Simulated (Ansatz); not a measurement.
## Ti2C in Ansatz: the effect of target pressure

Ti2C:

```
Ti C
1.0
     1.54070    0.88952    4.81377
    -1.54070    0.88952    4.81377
     0.00000   -1.77905    4.81377
Ti C
2 1
Cartesian
  0.0000 0.0000 10.8960
  0.0000 0.0000 3.5453
  0.0000 0.0000 7.2207
```

The cell comes from a database or a generator and needn't be the stable form of this composition.

Alike in all runs:

| Item | Value |
| --- | --- |
| Program | Ansatz 0.2.0 |
| Task | relaxation of cell and atoms |
| Functional | PBEsol |
| Potentials or basis | Ansatz PAW |
| Cutoff | 420 eV (not typed: the program's choice for these potentials) |
| k mesh | 10 × 10 × 10 |
| Occupations | fermi-dirac, width 0.05 eV |
| Spin | no spin polarisation |

Each run relaxes the cell or the atoms first.

```csv
target pressure,relaxed volume (Å³/atom)
0 GPa,12.84
2 GPa,12.67
5 GPa,?
10 GPa,12.08
20 GPa,11.51
30 GPa,11.05
```

Q: What does the run with target pressure 5 GPa give?

A: Relaxed volume 12.42 Å³/atom.

Worked out: In Murnaghan's law V^(-B') rises as a straight line in P. The other rows fit best with B' = 4.1, V0 = 12.84 Å³/atom and B0 = 145 GPa, which gives 12.43 Å³/atom at 5 GPa, against the run's 12.42.

Caveats: the plane-wave basis is chosen anew once the cell has moved, so the energies of steps on either side of that aren't comparable; the PAW data sets come from PBE, with cores solved anew for the run's functional, which leaves a small shift of forces and pressure; the volume moved by over 15 % at a fixed basis, so the end points are rough (some runs).
